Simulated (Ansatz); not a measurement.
Structure: ZnF2 (rutile), at its r2SCAN minimum. Space group P4_2/mnm (No. 136), tetragonal; conventional cell a = 4.703 Å, c = 3.127 Å, 11.53 Å³ an atom. Zn is surrounded by 6 F at 2.02–2.04 Å; F is surrounded by 3 Zn at 2.02–2.04 Å.

```cif
data_structure
_symmetry_space_group_name_H-M 'P 1'
_symmetry_Int_Tables_number 1
_cell_length_a 4.7034
_cell_length_b 4.7034
_cell_length_c 3.1268
_cell_angle_alpha 90.000
_cell_angle_beta 90.000
_cell_angle_gamma 90.000
_cell_volume 69.17
loop_
_atom_site_label
_atom_site_type_symbol
_atom_site_fract_x
_atom_site_fract_y
_atom_site_fract_z
_atom_site_occupancy
Zn1 Zn 0.00000 0.00000 0.00000 1
Zn2 Zn 0.50000 0.50000 0.50000 1
F1 F 0.30319 0.30319 0.00000 1
F2 F 0.19681 0.80319 0.50000 1
F3 F 0.80319 0.19681 0.50000 1
F4 F 0.69681 0.69681 0.00000 1
```

4 runs of Ansatz 0.2.0 on this cell differ in the functional (and in the settings that go with it). Levels are in eV from each run's valence top; v1 is the last filled band, c1 the first empty one.

Run A, mean stress 0.0 GPa (compression positive):
```tsv
point	v5	v3	v1	c1	c2	c3
Γ	-1.67	-0.37	0.00	4.28	10.32	10.49
X	-1.71	-0.67	-0.46	6.90	6.90	11.41
M	-1.53	-1.36	-0.39	7.90	7.90	9.93
```

Run B, mean stress +2.3 GPa (compression positive):
```tsv
point	v5	v3	v1	c1	c2	c3
Γ	-1.33	-0.34	-0.02	6.16	12.32	12.32
X	-1.55	-0.61	-0.41	8.82	8.82	13.30
M	-1.79	-1.27	-0.36	9.89	9.89	11.79
```

Run C, mean stress +6.4 GPa (compression positive):
```tsv
point	v5	v3	v1	c1	c2	c3
Γ	-1.53	-0.34	0.00	3.58	9.44	9.73
X	-1.60	-0.64	-0.43	6.19	6.19	10.65
M	-1.58	-1.26	-0.36	7.12	7.12	9.27
```

Run D, mean stress +2.1 GPa (compression positive):
```tsv
point	v5	v3	v1	c1	c2	c3
Γ	-1.33	-0.34	-0.02	6.90	13.08	13.08
X	-1.56	-0.61	-0.41	9.59	9.59	14.07
M	-1.81	-1.27	-0.36	10.66	10.66	12.56
```

Q: Match the runs to PBE, r2SCAN, HSE06, PBE0.

A: A is r2SCAN, B is HSE06, C is PBE, D is PBE0. In order of the gap: PBE 3.58, r2SCAN 4.28, HSE06 6.16, PBE0 6.90 eV. The stress vanishes for r2SCAN, which relaxed the cell.

The values are computed, spin-unpolarised, and not measurements.

The program warns that its thresholds are loose for a hybrid's stress.

The meshes of the hybrids are coarse, so their gaps aren't converged to the digits shown.
